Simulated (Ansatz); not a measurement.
IrO2, space group P4_2/mnm, cell relaxations under several functionals

Program: the Python package of Ansatz (0.2.0).

The cells in order, each with its output:

```python
import ansatz as az
import numpy as np
```

```python
def edges_and_angles(cell):
    cell = np.asarray(cell)
    a, b, c = np.linalg.norm(cell, axis=1)
    cosines = cell[1] @ cell[2] / (b * c), cell[0] @ cell[2] / (a * c), cell[0] @ cell[1] / (a * b)
    return (a, b, c, *np.degrees(np.arccos(cosines)))
```

```python
system = (
    az.Lattice.from_parameters(4.5051, 4.5051, 3.1586, alpha=90, beta=90, gamma=90)
    .space_group(136, hermann_mauguin='P42/mnm')
    .atom('Ir', (0.0, 0.0, 0.0))
    .atom('O', (0.3077, 0.3077, 0.0))
)

system.resolved().sites[-1]
```

    Site(symbol='O', position=(0.8077, 0.19230000000000003, 0.5), moment=None, axis=None, held=None, saved=None)

```python
job = (
    system.calculation()
    .basis(470)
    .kpoints(5, 5, 7, center='gamma')
    .occupations('Fermi-Dirac', width=0.15)
    .relax(cell=True, force_tolerance=0.02)
)
```

```python
levels = [('r2scan', 'none'), ('pbe', 'none'), ('rpbe', 'none'), ('lda', 'none')]
print('level            a       b       c    alpha   beta  gamma  V/atom  steps')
for name, dispersion in levels:
    seen = []
    run = job.functional(name, dispersion=dispersion).session().plan()
    result = run.execute(on_event=lambda e: seen.append(e) if e['event'] == 'relax_step' else None)
    cell = result.lattice.cell_ang
    label = name if dispersion == 'none' else f'{name}+{dispersion}'
    print('{:13s} {:7.4f} {:7.4f} {:7.4f} {:6.2f} {:6.2f} {:6.2f}'.format(label, *edges_and_angles(cell)), f'{abs(np.linalg.det(cell)) / len(result.lattice.sites):7.3f} {len(seen):5d}')
```

    level            a       b       c    alpha   beta  gamma  V/atom  steps
    DeckWarning: basis.ecutwfc = 470 eV is below the records' recommended 500 eV, and the density's cutoff is lower with it unless basis.ecutrho_ratio is high enough to keep the records' density cutoff: compare with a run at a higher cutoff
    r2scan         4.4906  4.4906  3.1613  90.00  90.00  90.00  10.625     4
    pbe            4.5330  4.5330  3.1795  90.00  90.00  90.00  10.889     4
    rpbe           4.5703  4.5703  3.1922  90.00  90.00  90.00  11.113     8
    lda            4.4365  4.4365  3.1361  90.00  90.00  90.00  10.288     6

From smallest to largest: LDA (10.29 Å³ an atom, -3.7 % against the start), r2SCAN (10.62 Å³ an atom, -0.6 % against the start), PBE (10.89 Å³ an atom, +1.9 % against the start) and RPBE (11.11 Å³ an atom, +4.0 % against the start). The spread is 8.0 % in volume.

Reading the output:
- The cutoff lies under the one recommended for these potentials in some of the runs.
- Spin is left out of this run.
- For a metal this k-point mesh is coarse: on a finer one energies can move by several to tens of meV an atom and pressures by half a GPa or more, differences at one mesh by less.
- Spin-orbit coupling, which matters for elements this heavy, is left out.
- The starting cell is as deposited in a crystallographic database; the results hold for this polymorph, which needn't be the stable one.
- Warnings are shown shortened and without file and line.
- Run time: 70 s on 1 thread of Arm Neoverse V2 (shared host), peak memory 0.54 GiB.
